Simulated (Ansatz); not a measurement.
Crystal: Pb.

```
CELL_PARAMETERS angstrom
0.00000 3.43900 3.43900
3.43900 0.00000 3.43900
3.43900 3.43900 0.00000
ATOMIC_POSITIONS crystal
Pb 0.25000 0.25000 0.25000
Pb 0.00000 0.00000 0.00000
```

This isn't the form of Pb at room conditions, which is fcc.

```yaml
Program: Ansatz 0.2.0
Task: relaxation of cell and atoms
Functional: PBE
Dispersion: D3(BJ)-ATM
Potentials_or_basis: Ansatz PAW
Cutoff: "420 eV (not typed: the program's choice for these potentials)"
k_mesh: 7 × 7 × 7
Occupations: fermi-dirac, width 0.05 eV
Spin: no spin polarisation
```

At the start: volume 40.67 Å³/atom.

Task: Where does the relaxation end?

Result: It ends after 4 steps and the volume is 42.36 Å³/atom (+4.1 %); space group Fd-3m (No. 227, to 0.05 Å).

Step by step:
```csv
step,energy change (eV),largest force (eV/Å),volume (Å³)
1,0.0000,0.0000,81.34
2,-0.0113,0.0000,85.07
3,-0.0115,0.0000,84.71
4,-0.0118,0.0000,84.71
```

Final structure:
```cif
data_structure
_symmetry_space_group_name_H-M 'P 1'
_symmetry_Int_Tables_number 1
_cell_length_a 4.9297
_cell_length_b 4.9297
_cell_length_c 4.9297
_cell_angle_alpha 60.000
_cell_angle_beta 60.000
_cell_angle_gamma 60.000
_cell_volume 84.71
loop_
_atom_site_label
_atom_site_type_symbol
_atom_site_fract_x
_atom_site_fract_y
_atom_site_fract_z
_atom_site_occupancy
Pb1 Pb 0.25000 0.25000 0.25000 1
Pb2 Pb 0.00000 0.00000 0.00000 1
```

Caveat: the plane-wave basis is chosen anew once the cell has moved, so the energies of steps on either side of that aren't comparable; pairwise dispersion overbinds metals, which lowers pressure and volume.
